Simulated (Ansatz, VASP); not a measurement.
**Si in VASP and in Ansatz**

```
Si
1.0
    -0.02173    2.72226    2.74400
     2.72226   -0.02173    2.74400
     2.70053    2.70053    0.00000
Si
2
Direct
  0.99897 0.99897 0.00103
  0.25103 0.25103 0.24897
```

Change from the starting cell: strained cell.

Alike in both runs: functional PBEsol; k mesh 10 × 10 × 10; occupations gaussian, width 0.02 eV; no spin polarisation.

Ansatz relaxed the structure, and its values are those at the end. VASP's run is a single point on that final structure, the one shown.

|  | VASP | Ansatz |
| --- | --- | --- |
| version | VASP 6.6.1 | Ansatz 0.2.0 |
| potentials or method | VASP PAW PBE potentials, release 64 (Si) | scalar-relativistic, plane waves, PAW |
| plane-wave cutoff (eV) | 520 | 420 |
| valence electrons in the cell | 8 | 8 |

```csv
,VASP,Ansatz,Ansatz less VASP
gap on the k mesh at the Fermi level (eV),0.38,0.38,+0.005
least direct gap on the mesh (eV),2.32,2.32,+0.003
pressure (GPa),-1.2,-1.3,-0.10
```

Ansatz warned: «stress_scf_threshold_loose».

Caveats: the PAW data sets were made with another functional, which shifts forces and pressure a little (VASP).
